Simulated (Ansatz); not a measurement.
AlNi3: single point with PBE

AlNi3:

```xyz
4
Lattice="0.0000 2.8019 2.8019 2.8019 0.0000 2.8019 2.8019 2.8019 0.0000" Properties=species:S:1:pos:R:3 pbc="T T T"
Ni    4.2028    4.2028    4.2028
Ni    0.0000    0.0000    0.0000
Ni    1.4009    1.4009    1.4009
Al    2.8019    2.8019    2.8019
```

The cell comes from a database or a generator and needn't be the stable form of this composition.

```yaml
Program: Ansatz 0.2.0
Task: single point
Functional: PBE
Potentials_or_basis: Ansatz PAW
Cutoff: "420 eV (not typed: the program's choice for these potentials)"
k_mesh: 8 × 8 × 8
Occupations: fermi-dirac, width 0.05 eV
Spin: collinear spin, ferromagnetic start
Starting_moments: "[1.0, 1.0, 1.0, 0.0] μB"
```

The pressure is 7.1 GPa, the band gap on the k mesh is none (metal or under the smearing width) and the net moment is 0.00 μB per cell. The absolute moment is 0.00 μB per cell.

Levels at points of the mesh, in eV from the Fermi level:
Spin up:
| k point | band 26 | band 27 | band 28 | band 29 | band 30 | band 31 |
| --- | --- | --- | --- | --- | --- | --- |
| (0.00, 0.00, 0.00) | -0.54 | -0.52 | -0.52 | 5.43 | 5.43 | 5.43 |
| (0.00, 0.00, -0.50) | -0.64 | -0.47 | -0.47 | -0.13 | 4.31 | 4.31 |
| (0.00, -0.50, -0.50) | -0.74 | -0.58 | -0.37 | -0.34 | -0.34 | -0.03 |
Spin down:
| k point | band 24 | band 25 | band 26 | band 27 | band 28 | band 29 | band 30 | band 31 | band 32 | band 33 |
| --- | --- | --- | --- | --- | --- | --- | --- | --- | --- | --- |
| (0.00, 0.00, 0.00) | -0.90 | -0.54 | -0.54 | -0.52 | -0.52 | 5.43 | 5.43 | 5.43 | 5.90 | 5.90 |
| (0.00, 0.00, -0.50) | -1.73 | -0.64 | -0.64 | -0.47 | -0.47 | -0.13 | 4.31 | 4.31 | 4.79 | 4.79 |
| (0.00, -0.50, -0.50) | -1.22 | -1.04 | -0.74 | -0.58 | -0.37 | -0.34 | -0.34 | -0.03 | 4.25 | 4.67 |

Wall time 5.5 s on 2 threads of Arm Neoverse V1, on a shared host, peak memory 0.42 GiB.

Caveat: the starting moments weren't kept.
